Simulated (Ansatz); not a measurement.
# Al7As8: the cost of one run

All numbers below are computed with Ansatz 0.2.0 (DFT PBEsol, plane waves, PAW, scalar-relativistic, no spin polarisation).

### 1 The starting structure

The cell holds 15 atoms (Al7As8): a = 8.041 Å, b = 8.041 Å, c = 8.041 Å, α = 60.00°, β = 60.00°, γ = 60.00°.

The empty site lies at (2.84, 2.83, 5.67) Å, and Al9 starts at (0.01, 2.85, 2.84) Å. All atoms were shaken by about 0.02 Å to break the symmetry.

As a file:

```xyz
15
Lattice="0.0000 5.6857 5.6857 5.6857 0.0000 5.6857 5.6857 5.6857 0.0000" Properties=species:S:1:pos:R:3 pbc="T T T"
Al   -0.0137   -0.0230   -0.0304
As    1.4245    1.4082    1.4076
Al    2.8209    2.8348   -0.0374
As    4.2546    4.2776    1.4107
Al    2.8439    0.0047    2.8212
As    4.2701    1.4027    4.2246
Al    5.7012    2.8428    2.8602
As    7.1192    4.2776    4.2515
Al    0.0128    2.8482    2.8371
As    1.4377    4.2953    4.2232
Al    2.8221    5.7125    2.8403
As    4.2978    7.1346    4.2855
As    4.2448    4.2681    7.1246
Al    5.6969    5.7214    5.7026
As    7.1227    7.0955    7.1218
```

### 2 Relaxing the ends and the band

crystal.atoms is the first end and neb.final_atoms the second, which differs in Al9 alone.

File input.yaml:

```yaml
crystal:
  lattice:
    - [0.0, 5.6857465, 5.6857465]
    - [5.6857465, 0.0, 5.6857465]
    - [5.6857465, 5.6857465, 0.0]
  atoms:
    - { symbol: Al, position: [-0.00349424, -0.00185239, -0.00055269] }
    - { symbol: As, position: [0.12235521, 0.12521618, 0.12532541] }
    - { symbol: Al, position: [-0.00206535, -0.00450392, 0.50063908] }
    - { symbol: As, position: [0.1260832, 0.12203524, 0.6262512] }
    - { symbol: Al, position: [-0.00158021, 0.49777415, 0.00241492] }
    - { symbol: As, position: [0.11935167, 0.62366502, 0.12735599] }
    - { symbol: Al, position: [0.00015139, 0.50288735, 0.49983611] }
    - { symbol: As, position: [0.12398445, 0.62375785, 0.62835407] }
    - { symbol: Al, position: [0.49883749, 0.00014612, 0.00210234] }
    - { symbol: As, position: [0.62267393, 0.12009901, 0.1327688] }
    - { symbol: Al, position: [0.50395863, -0.00440441, 0.50074832] }
    - { symbol: As, position: [0.62632641, 0.12739832, 0.62849005] }
    - { symbol: As, position: [0.62858355, 0.62448057, 0.12208609] }
    - { symbol: Al, position: [0.50363149, 0.49932498, 0.5026398] }
    - { symbol: As, position: [0.62389566, 0.62868088, 0.62405664] }
kpoints:
  mp_grid: { grid: [2, 2, 2] }
magnetization:
  spin_polarized: false
scf:
  occupations: { method: fermi_dirac, width: 0.05 }
hamiltonian:
  pseudopotentials: { kind: paw }
  xc: pbesol
basis:
  ecutwfc: 420
neb:
  images: 3
  relax_end_points: true
  climbing: true
  f_tol: 0.05
  max_iterations: 40
  order_check: false
  final_atoms:
    - { symbol: Al, position: [-0.00349424, -0.00185239, -0.00055269] }
    - { symbol: As, position: [0.12235521, 0.12521618, 0.12532541] }
    - { symbol: Al, position: [-0.00206535, -0.00450392, 0.50063908] }
    - { symbol: As, position: [0.1260832, 0.12203524, 0.6262512] }
    - { symbol: Al, position: [-0.00158021, 0.49777415, 0.00241492] }
    - { symbol: As, position: [0.11935167, 0.62366502, 0.12735599] }
    - { symbol: Al, position: [0.00015139, 0.50288735, 0.49983611] }
    - { symbol: As, position: [0.12398445, 0.62375785, 0.62835407] }
    - { symbol: Al, position: [0.49760819, 0.49938433, 0.0002769] }
    - { symbol: As, position: [0.62267393, 0.12009901, 0.1327688] }
    - { symbol: Al, position: [0.50395863, -0.00440441, 0.50074832] }
    - { symbol: As, position: [0.62632641, 0.12739832, 0.62849005] }
    - { symbol: As, position: [0.62858355, 0.62448057, 0.12208609] }
    - { symbol: Al, position: [0.50363149, 0.49932498, 0.5026398] }
    - { symbol: As, position: [0.62389566, 0.62868088, 0.62405664] }
```

Launch:

```console
$ ansatz run input.yaml --threads 4 --pin off --max-ram 8192MiB --backend cpu --events-out ev --progress --plain --runs-dir out
```

**Question.** How long does this run take on 4 threads of Arm Neoverse V2, shared host, and how much memory does it need?

About 5.1 min, with a peak of 1.5 GiB.
